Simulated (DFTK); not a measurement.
# GaN (P6_3mc) in DFTK: settings compared

Aim: see how the results for GaN move with the level of theory and the settings. Levels: BJ06, PBEsol. Tasks: band structure.

Program: DFTK 0.8.2. These are calculated values, not measurements. Logs are shortened: lines on timing, memory, paths and dates and some standing lists are left out, and cuts for length are marked.

**The experiment to reproduce.**

“Studying electronic properties in GaN without electrical contacts using γ-γ vs e−-γ Perturbed Angular Correlations”, 2019, pmc:6823545 quotes, for a bulk crystal of GaN: band gap 3.503 ± 0.005 eV (direct).

The results are compared with them further down.

## (1) The structure

Symmetry: P6_3mc, No. 186, hexagonal system. Conventional cell: a = 3.180 Å, b = 3.180 Å, c = 5.166 Å, α = 90.00°, β = 90.00°, γ = 120.00°. Ga (site symmetry 3m) has 4 N at 1.94 to 1.95 Å as nearest neighbours. N (site symmetry 3m) has 4 Ga at 1.94 to 1.95 Å as nearest neighbours.

## (2) Band structure, BJ06

The input, run.jl:

```julia
using DFTK
using PseudoPotentialData
using Unitful, UnitfulAtomic
using LinearAlgebra, Printf
include("save.jl")
disable_threading()

lines     = readlines("POSCAR")
lattice   = austrip(1u"Å") * parse(Float64, lines[2]) * hcat([parse.(Float64, split(l)) for l in lines[3:5]]...)
symbols   = vcat([fill(Symbol(s), parse(Int, n)) for (s, n) in zip(split(lines[6]), split(lines[7]))]...)
positions = [parse.(Float64, split(l)[1:3]) for l in lines[9:8+length(symbols)]]
pseudopotentials = Dict(:Ga => "Ga.upf", :N => "N.upf")
elements = Dict(s => ElementPsp(s, pseudopotentials; rcut=10.0) for s in unique(symbols))
atoms    = [elements[s] for s in symbols]

build_model(lattice, positions; symmetries=true) =
    model_DFT(lattice, atoms, positions;
              functionals=[:mgga_x_tb09, :lda_c_pw],
              temperature=austrip(0.05u"eV"),
              smearing=Smearing.FermiDirac(),
              symmetries)
Ecut  = 45.0  # hartree
kgrid = [6, 6, 3]
tol   = 1e-6
to_GPa = ustrip(uconvert(u"GPa", 1u"hartree/bohr^3"))

model = build_model(lattice, positions)
basis = PlaneWaveBasis(model; Ecut, kgrid)
display(basis)
scfres = self_consistent_field(basis;
                               tol,
                               nbandsalg=AdaptiveBands(model; n_bands_converge=23),
                               solver=ScfAndersonSolver())
display(scfres.energies)
@printf "Fermi level: %.6f eV\n" ustrip(auconvert(u"eV", something(scfres.εF, NaN)))
println("Levels at the first k-point (eV): ", round.(ustrip.(auconvert.(u"eV", scfres.eigenvalues[1][1:scfres.n_bands_converge])); digits=4))
save_scf!(scfres)

points = Dict("G" => [0.0, 0.0, 0.0], "A" => [0.0, 0.0, 0.5], "H" => [0.3333333333, 0.3333333333, 0.5], "K" => [0.3333333333, 0.3333333333, 0.0], "L" => [0.5, 0.0, 0.5], "M" => [0.5, 0.0, 0.0])
segments = [("G", "M", 6), ("M", "K", 4), ("K", "G", 7), ("G", "A", 3), ("A", "L", 6), ("L", "H", 4), ("H", "A", 7), ("L", "M", 3), ("K", "H", 3)]
kcoords = vcat([[points[a] + t * (points[b] - points[a]) for t in range(0, 1, n)] for (a, b, n) in segments]...)
bands = compute_bands(scfres, ExplicitKpoints(kcoords); n_bands=25, tol=1e-5)
for (k, ε) in zip(bands.basis.kpoints, bands.eigenvalues)
    @printf "%d %8.4f %8.4f %8.4f " k.spin k.coordinate...
    println(join([@sprintf("%9.4f", e) for e in ustrip.(auconvert.(u"eV", ε .- scfres.εF))]))
end
results["band_energies"] = rows(bands.eigenvalues); results["band_kpoints"] = rows(kcoords)
```

The input, POSCAR:

```
GaN
1.0
    3.1800000000      0.0000000000      0.0000000000
   -1.5900000000      2.7539607840      0.0000000000
    0.0000000000      0.0000000000      5.1660000000
Ga N
2 2
Direct
    0.6666666667      0.3333333333      0.5000000000
    0.3333333333      0.6666666667      0.0000000000
    0.6666666667      0.3333333333      0.8750000000
    0.3333333333      0.6666666667      0.3750000000
```

Potentials or basis: SG15 1.2 (PBE).

Started as:

```sh
> julia --threads=1 run.jl  # save.jl only writes the numbers to a file and isn't shown; printed stress counts tension as positive; times include loading and compiling
```

Log:

```text
PlaneWaveBasis discretization:

    Ecut                 : 45.0 Ha
    fft_size             : (40, 40, 64), 102400 total points
    kgrid                : MonkhorstPack([6, 6, 3])
    num.   red. kpoints  : 108
    num. irred. kpoints  : 21

    Discretized Model(mgga_x_tb09+lda_c_pw, 3D):
        lattice (in Bohr)    : [6.00933   , -3.00466  , 0         ]
                               [0         , 5.20423   , 0         ]
                               [0         , 0         , 9.76233   ]
        unit cell volume     : 305.31 Bohr³

        atoms                : Ga₂N₂
        atom potentials      : ElementPsp(:Ga, "Ga.upf")
                               ElementPsp(:Ga, "Ga.upf")
                               ElementPsp(:N, "N.upf")
                               ElementPsp(:N, "N.upf")

        num. electrons       : 36
        spin polarization    : none
        temperature          : 0.0018375 Ha
        smearing             : DFTK.Smearing.FermiDirac()

        terms                : Kinetic()
                               AtomicLocal()
                               AtomicNonlocal()
                               Ewald(nothing)
                               PspCorrection()
                               Hartree()
                               Xc(mgga_x_tb09, lda_c_pw)
                               Entropy()
n     Energy            log10(ΔE)   log10(Δρ)   log10(Δτ)   Diag   Δtime
---   ---------------   ---------   ---------   ---------   ----   ------
  1   -129.4297651127                   -0.38        1.45    5.9    7.03s
  2   -130.8300484306        0.15       -0.17        0.57    3.7    5.17s
  3   -130.3874752131   +   -0.35       -0.76        0.36    4.6    4.96s
  4   -130.6513725432       -0.58       -1.21       -0.38    4.1    4.59s
  5   -130.6284791188   +   -1.64       -1.67       -1.27    2.0    3.16s
  6   -130.6237389280   +   -2.32       -2.31       -1.73    1.0    3.31s
  7   -130.6228596608   +   -3.06       -3.15       -2.08    3.0    3.25s
  8   -130.6233644933       -3.30       -3.46       -2.55    2.8    3.68s
  9   -130.6237032804       -3.47       -4.25       -3.74    2.0    3.31s
 10   -130.6236996926   +   -5.45       -4.69       -4.10    2.9    4.10s
 11   -130.6236925855   +   -5.15       -5.39       -4.91    2.0    3.18s
 12   -130.6236920608   +   -6.28       -5.88       -5.37    3.1    3.70s
 13   -130.6236919567   +   -6.98       -6.24       -5.57    2.1    3.80s
Energy breakdown (in Ha):
    Kinetic             127.8282149
    AtomicLocal         -105.3997918
    AtomicNonlocal      -81.0446040
    Ewald               -117.0034742
    PspCorrection       8.0016577
    Hartree             39.2412335
    Xc                  -2.2469280
    Entropy             -0.0000000

    total               -130.623691956714
Fermi level: 5.591380 eV
Levels at the first k-point (eV): [-12.0658, -10.522, -6.4446, -6.4135, -6.4135, -6.2958, -6.2958, -5.9145, -5.9145, -5.7611, -5.7611, -5.1619, -3.0168, 3.3167, 3.3167, 4.4898, 4.5705, 4.5705, 6.6122, 8.7343, 14.0699, 14.0699, 14.2195]
1   0.0000   0.0000   0.0000  -17.6572 -16.1134 -12.0360 -12.0049 -12.0049 -11.8871 -11.8871 -11.5059 -11.5059 -11.3524 -11.3524 -10.7532  -8.6082  -2.2746  -2.2746  -1.1016  -1.0208  -1.0208   1.0208   3.1430   8.4786   8.4786   8.6281   9.3254  10.4181
1   0.1000   0.0000   0.0000  -17.5443 -16.0604 -12.0253 -11.9901 -11.9825 -11.8740 -11.8553 -11.5209 -11.5077 -11.3944 -11.3485 -10.6910  -8.4673  -2.9980  -2.4997  -1.8429  -1.2215  -1.1310   1.7563   3.7428   7.7902   8.4843   8.7318   9.4735  10.0525
1   0.2000   0.0000   0.0000  -17.2297 -15.9272 -11.9970 -11.9420 -11.9316 -11.8166 -11.7699 -11.5587 -11.5001 -11.4598 -11.3394 -10.5543  -8.0717  -4.5017  -3.2265  -3.0308  -1.5992  -1.4309   2.8616   4.6595   6.7676   7.9852   9.2148   9.2156  10.3388
1   0.3000   0.0000   0.0000  -16.7912 -15.7828 -11.9611 -11.8894 -11.8642 -11.6790 -11.6620 -11.5919 -11.4796 -11.4608 -11.3280 -10.3941  -7.5903  -5.9198  -4.6312  -3.6128  -2.2372  -1.8035   3.7324   4.7259   6.1374   7.5333   9.3820   9.4389  10.7282
1   0.4000   0.0000   0.0000  -16.3717 -15.7044 -11.9562 -11.8733 -11.7644 -11.6312 -11.5770 -11.5332 -11.4013 -11.3153 -11.2744 -10.3529  -7.6766  -6.3743  -5.6747  -4.0459  -3.0084  -2.0997   4.0929   4.5610   5.5343   7.5960   9.2725   9.7014  11.4046
1   0.5000   0.0000   0.0000  -16.1792 -15.7000 -11.9599 -11.8709 -11.7024 -11.6667 -11.5465 -11.5120 -11.3716 -11.3088 -10.8175 -10.6682  -7.8185  -6.6859  -5.6697  -4.2050  -3.4425  -2.2113   4.1044   4.5648   5.2835   7.7216   9.2026   9.7632  11.6407
[... 35 lines left out ...]
1   0.3333   0.3333   0.2500  -15.8026 -15.8026 -11.9433 -11.7586 -11.7586 -11.6029 -11.5055 -11.5055 -11.4739 -11.4689 -10.4508 -10.4508  -7.3179  -7.3179  -6.3639  -4.4567  -3.5374  -3.5374   5.1446   6.1433   6.1433   7.6376   8.3769   8.3769  12.4600
1   0.3333   0.3333   0.5000  -15.7749 -15.7749 -11.8253 -11.8253 -11.7720 -11.7720 -11.4897 -11.4897 -11.4839 -11.4839 -10.4144 -10.4144  -7.6578  -7.6578  -5.4836  -5.4836  -2.8290  -2.8290   5.3949   5.3949   6.6514   6.6514   8.1079   8.1079  13.0256
```

Wall time 90 s (1 thread of AMD EPYC 9R45 (Zen 5), shared host); peak memory 1.9 GiB.

What came out:

| Quantity | Value |
| --- | --- |
| Band gap on the k mesh | 2.04 eV, direct |
| Band gap along the path | 2.04 eV, direct |

Levels at the corners of the path, in eV from the valence-band top:
```
point  band 15  band 16  band 17  band 18  band 19  band 20  band 21  band 22
    Γ    -1.25    -0.08     0.00     0.00     2.04     4.16     9.50     9.50
    M    -4.65    -3.18    -2.42    -1.19     5.13     5.59     6.30     8.74
    K    -5.69    -3.30    -3.30    -2.93     5.40     7.75     7.75     8.91
    Γ    -1.25    -0.08     0.00     0.00     2.04     4.16     9.50     9.50
    A    -0.65    -0.65    -0.65    -0.65     4.25     4.25     8.54     8.54
    L    -2.26    -2.26    -2.19    -2.19     4.51     4.51     7.73     7.73
    H    -4.46    -4.46    -1.81    -1.81     6.42     6.42     7.67     7.67
    A    -0.65    -0.65    -0.65    -0.65     4.25     4.25     8.54     8.54
    L    -2.26    -2.26    -2.19    -2.19     4.51     4.51     7.73     7.73
    M    -4.65    -3.18    -2.42    -1.19     5.13     5.59     6.30     8.74
    K    -5.69    -3.30    -3.30    -2.93     5.40     7.75     7.75     8.91
    H    -4.46    -4.46    -1.81    -1.81     6.42     6.42     7.67     7.67
```

Caveat: the program leaves the constant c of mgga_x_tb09 at 1, so the potential is Becke-Johnson's (BJ06) and not Tran and Blaha's, with levels but no total energy; the potentials were made for another functional, which shifts forces and pressure.

## (3) Band structure, PBEsol

run.jl, as its differences from that of step 2:

```diff
@@ -17,3 +17,3 @@
     model_DFT(lattice, atoms, positions;
-              functionals=[:mgga_x_tb09, :lda_c_pw],
+              functionals=PBEsol(),
               temperature=austrip(0.05u"eV"),
@@ -21,4 +21,4 @@
               symmetries)
-Ecut  = 45.0  # hartree
-kgrid = [6, 6, 3]
+Ecut  = 30.0  # hartree
+kgrid = [9, 9, 4]
 tol   = 1e-6
@@ -31,8 +31,15 @@
                                tol,
-                               nbandsalg=AdaptiveBands(model; n_bands_converge=23),
-                               solver=ScfAndersonSolver())
+                               nbandsalg=AdaptiveBands(model; n_bands_converge=23))
 display(scfres.energies)
 @printf "Fermi level: %.6f eV\n" ustrip(auconvert(u"eV", something(scfres.εF, NaN)))
+forces = compute_forces_cart(scfres)
+println("Forces (eV/Å)")
+for (s, f) in zip(symbols, forces)
+    @printf "%-3s %12.6f %12.6f %12.6f\n" s ustrip.(auconvert.(u"eV/Å", f))...
+end
+stress = compute_stresses_cart(scfres)
+println("Stress (GPa)")
+display(round.(stress * to_GPa; digits=4))
 println("Levels at the first k-point (eV): ", round.(ustrip.(auconvert.(u"eV", scfres.eigenvalues[1][1:scfres.n_bands_converge])); digits=4))
-save_scf!(scfres)
+save_scf!(scfres; forces, stress)
```

POSCAR is that of step 2.

Potentials or basis: SPMS 1.0 (PBE).

Started as:

```sh
> julia --threads=1 run.jl  # save.jl only writes the numbers to a file and isn't shown; printed stress counts tension as positive; times include loading and compiling
```

Log:

```text
PlaneWaveBasis discretization:

    Ecut                 : 30.0 Ha
    fft_size             : (32, 32, 54), 55296 total points
    kgrid                : MonkhorstPack([9, 9, 4])
    num.   red. kpoints  : 324
    num. irred. kpoints  : 48

    Discretized Model(gga_x_pbe_sol+gga_c_pbe_sol, 3D):
        lattice (in Bohr)    : [6.00933   , -3.00466  , 0         ]
                               [0         , 5.20423   , 0         ]
                               [0         , 0         , 9.76233   ]
        unit cell volume     : 305.31 Bohr³

        atoms                : Ga₂N₂
        atom potentials      : ElementPsp(:Ga, "Ga.upf")
                               ElementPsp(:Ga, "Ga.upf")
                               ElementPsp(:N, "N.upf")
                               ElementPsp(:N, "N.upf")

        num. electrons       : 36
        spin polarization    : none
        temperature          : 0.0018375 Ha
        smearing             : DFTK.Smearing.FermiDirac()

        terms                : Kinetic()
                               AtomicLocal()
                               AtomicNonlocal()
                               Ewald(nothing)
                               PspCorrection()
                               Hartree()
                               Xc(gga_x_pbe_sol, gga_c_pbe_sol)
                               Entropy()
n     Energy            log10(ΔE)   log10(Δρ)   Diag   Δtime
---   ---------------   ---------   ---------   ----   ------
  1   -167.7628236201                   -0.41    4.4    6.02s
  2   -167.9862570594       -0.65       -0.95    2.8    3.59s
  3   -168.0005157233       -1.85       -1.60    2.8    3.54s
  4   -168.0008390770       -3.49       -2.40    1.1    2.39s
  5   -168.0008529186       -4.86       -2.62    3.0    3.58s
  6   -168.0008590421       -5.21       -3.50    1.1    2.40s
  7   -168.0008593278       -6.54       -3.47    3.2    3.51s
  8   -168.0008593987       -7.15       -3.92    1.0    2.35s
  9   -168.0008594202       -7.67       -4.89    2.0    2.86s
 10   -168.0008594207       -9.28       -4.75    3.4    4.03s
 11   -168.0008594208      -10.11       -4.89    2.0    3.63s
 12   -168.0008594209      -10.09       -5.78    1.0    1.88s
 13   -168.0008594209      -11.18       -5.86    2.3    3.71s
 14   -168.0008594209      -12.04       -6.35    1.0    2.41s
Energy breakdown (in Ha):
    Kinetic             128.6967402
    AtomicLocal         -102.3086240
    AtomicNonlocal      -80.9750278
    Ewald               -117.0034742
    PspCorrection       8.7467081
    Hartree             39.9483047
    Xc                  -45.1054864
    Entropy             -0.0000000

    total               -168.000859420890
Fermi level: 5.316318 eV
Forces (eV/Å)
Ga     -0.000001    -0.000001    -0.130421
Ga      0.000000    -0.000002    -0.130421
N      -0.000000    -0.000000     0.131057
N       0.000000    -0.000000     0.131057
Stress (GPa)
3×3 StaticArraysCore.SMatrix{3, 3, Float64, 9} with indices SOneTo(3)×SOneTo(3):
 4.0642  0.0     0.0
 0.0     4.0642  0.0
 0.0     0.0     2.008
Levels at the first k-point (eV): [-11.7389, -10.774, -9.1401, -9.1185, -9.1185, -9.0552, -9.0552, -8.8626, -8.8626, -8.7586, -8.7586, -7.4935, -2.8611, 3.293, 3.293, 4.31, 4.368, 4.368, 6.2646, 8.5889, 13.5508, 14.2092, 14.2092]
1   0.0000   0.0000   0.0000  -17.0552 -16.0904 -14.4564 -14.4348 -14.4348 -14.3716 -14.3716 -14.1790 -14.1790 -14.0749 -14.0749 -12.8098  -8.1775  -2.0233  -2.0233  -1.0063  -0.9483  -0.9483   0.9483   3.2726   8.2345   8.8929   8.8929   9.8205  10.7588
1   0.1000   0.0000   0.0000  -16.9555 -16.0659 -14.4442 -14.4211 -14.4066 -14.3599 -14.3518 -14.1880 -14.1804 -14.0930 -14.0732 -12.7397  -8.0336  -2.7580  -2.2364  -1.7949  -1.1121  -1.0383   1.7197   3.8814   7.8977   8.2751   9.1499   9.9027  10.3321
1   0.2000   0.0000   0.0000  -16.6949 -16.0094 -14.4116 -14.3900 -14.3402 -14.2989 -14.2791 -14.2092 -14.1744 -14.1216 -14.0681 -12.5487  -7.6241  -4.2705  -3.1582  -2.7255  -1.4464  -1.2877   2.8435   4.8157   6.8036   7.7362   9.3046   9.6168  10.5088
1   0.3000   0.0000   0.0000  -16.3917 -15.9578 -14.3882 -14.3679 -14.2958 -14.2352 -14.2216 -14.1820 -14.1456 -14.0615 -13.9341 -12.3118  -7.0989  -5.6877  -4.5057  -3.2500  -2.0362  -1.6046   3.7047   4.8365   5.9662   7.4714   9.2997   9.6705  10.4443
1   0.4000   0.0000   0.0000  -16.1812 -15.9306 -14.3864 -14.3630 -14.2747 -14.2194 -14.1869 -14.1742 -14.1054 -14.0540 -13.3896 -12.2278  -7.2482  -6.0496  -5.4209  -3.6316  -2.7987  -1.8570   4.0113   4.6343   5.2683   7.5724   9.4110   9.4615  11.0545
1   0.5000   0.0000   0.0000  -16.1122 -15.9235 -14.3901 -14.3632 -14.2667 -14.2229 -14.1697 -14.1629 -14.0863 -14.0498 -12.9343 -12.3924  -7.5094  -6.2996  -5.2839  -3.7693  -3.2597  -1.9511   4.0016   4.5895   5.0357   7.6842   9.3605   9.4231  11.4251
[... 35 lines left out ...]
1   0.3333   0.3333   0.2500  -15.9443 -15.9443 -14.4014 -14.2837 -14.2837 -14.2162 -14.1517 -14.1517 -14.1500 -14.1346 -12.3824 -12.3824  -6.8650  -6.8650  -6.0674  -4.2328  -3.2109  -3.2109   4.8175   6.2568   6.2568   7.1663   8.3084   8.3084  12.0924
1   0.3333   0.3333   0.5000  -15.9200 -15.9200 -14.3182 -14.3182 -14.2981 -14.2981 -14.1583 -14.1583 -14.1321 -14.1321 -12.3755 -12.3755  -7.2189  -7.2189  -5.2471  -5.2471  -2.4753  -2.4753   5.4595   5.4595   6.2747   6.2747   8.1129   8.1129  12.9567
```

It took 100 s on 1 thread of AMD EPYC 9R45 (Zen 5), shared host; peak memory 1.9 GiB.

Results:

| Property | Result |
| --- | --- |
| Free energy | -4571.5363 eV |
| Largest force | 0.131 eV/Å |
| Band gap on the k mesh | 1.90 eV, direct |
| Band gap along the path | 1.90 eV, direct |

Forces on the atoms (eV/Å):
```
Ga   0.000  0.000 -0.130
Ga   0.000  0.000 -0.130
N    0.000  0.000  0.131
N    0.000  0.000  0.131
```

Levels at the corners of the path, in eV from the valence-band top:
| point | band 16 | band 17 | band 18 | band 19 | band 20 | band 21 |
| --- | --- | --- | --- | --- | --- | --- |
| Γ | -0.06 | 0.00 | 0.00 | 1.90 | 4.22 | 9.18 |
| M | -2.82 | -2.31 | -1.00 | 4.95 | 5.54 | 5.98 |
| K | -3.09 | -3.09 | -2.76 | 4.99 | 7.85 | 7.85 |
| Γ | -0.06 | 0.00 | 0.00 | 1.90 | 4.22 | 9.18 |
| A | -0.55 | -0.55 | -0.55 | 4.22 | 4.22 | 8.46 |
| L | -1.99 | -1.96 | -1.96 | 4.31 | 4.31 | 7.77 |
| H | -4.30 | -1.53 | -1.53 | 6.41 | 6.41 | 7.22 |
| A | -0.55 | -0.55 | -0.55 | 4.22 | 4.22 | 8.46 |
| L | -1.99 | -1.96 | -1.96 | 4.31 | 4.31 | 7.77 |
| M | -2.82 | -2.31 | -1.00 | 4.95 | 5.54 | 5.98 |
| K | -3.09 | -3.09 | -2.76 | 4.99 | 7.85 | 7.85 |
| H | -4.30 | -1.53 | -1.53 | 6.41 | 6.41 | 7.22 |

Caveat: the cutoff is short for these potentials, so energies and forces aren't converged, fitted volumes are rough and the log's stress (off by 3 to 10 GPa or more in trials) isn't used; the potentials were made for another functional, which shifts forces and pressure.

## (4) How close it comes

Step 2. Against the measured gap of GaN, 3.503 eV (direct; quoted in “Studying electronic properties in GaN without electrical contacts using γ-γ vs e−-γ Perturbed Angular Correlations”, 2019, pmc:6823545), the calculated 2.04 eV is off by -1.46 eV. Spin-orbit coupling on Ga is left out. The value is that of BJ06, without temperature or zero-point motion.

Step 3. Against the measured gap of GaN, 3.503 eV (direct; quoted in “Studying electronic properties in GaN without electrical contacts using γ-γ vs e−-γ Perturbed Angular Correlations”, 2019, pmc:6823545), the calculated 1.90 eV is off by -1.61 eV. Spin-orbit coupling on Ga is left out. The value is that of PBEsol, without temperature or zero-point motion. Semilocal functionals fall short of measured gaps as a rule.
